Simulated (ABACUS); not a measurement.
**MoS2 under changes of volume**

One of the cells (17.728 Å³/atom); the others are scaled copies at fixed shape and fractional positions:

```
Mo S
1.0
     1.58000    0.91221    6.15000
    -1.58000    0.91221    6.15000
     0.00000   -1.82443    6.15000
Mo S
1 2
Cartesian
  0.0000 0.0000 0.0000
  0.0000 0.0000 7.6936
  0.0000 0.0000 4.6125
```

Measurements of this composition are mostly on another form, of space group No. 194.

- Program: ABACUS 3.10.1
- Functional: PBE
- Potentials or basis: PseudoDojo NC SR 0.4.1 PBE standard
- Cutoff: 1102 eV
- Density cutoff: 4408 eV
- Basis: plane waves
- k mesh: 10 × 10 × 10
- Occupations: fermi-dirac, width 0.05 eV
- Spin: no spin polarisation

```tsv
volume (Å³/atom)	energy over the lowest point (meV/atom)	pressure (GPa)	gap on the mesh (eV)	largest force (eV/Å)
16.664	?	?	?	?
17.019	50.00	12.7	0.92	1.276
17.373	26.15	8.9	0.94	0.891
17.728	10.39	5.4	0.96	0.533
18.083	1.91	2.3	0.97	0.201
18.437	0.00	-0.5	0.98	0.187
18.792	4.00	-3.1	0.99	0.470
```

Q: What does the run at 16.664 Å³/atom give?

A: Energy over the lowest point 82.84 meV/atom; pressure 17.0 GPa; gap on the mesh 0.90 eV; largest force 1.693 eV/Å.

Worked out: A Birch-Murnaghan fit of order 3 (a polynomial in V^(-2/3)) to the other rows has its minimum at 18.37 Å³/atom with B0 = V·E''(V) = 141 GPa and B' = 4.5 at fixed shape and positions, which overstates the stiffness. It gives 82.95 meV/atom at 16.664 Å³/atom, against the run's 82.84, and -dE/dV = 17.1 GPa, against 17.0. A straight line through the other rows of the gap, of slope 0.694 eV per unit of ln V, extrapolates to 0.91 eV, against the run's 0.90.

Energies are extrapolated to zero smearing.

Caveats: forces of over 1 eV/Å show positions far from the minimum, so gaps and moduli don't describe the material at rest (some runs).

A mesh can miss the band edges. Spin-orbit coupling on Mo is left out.
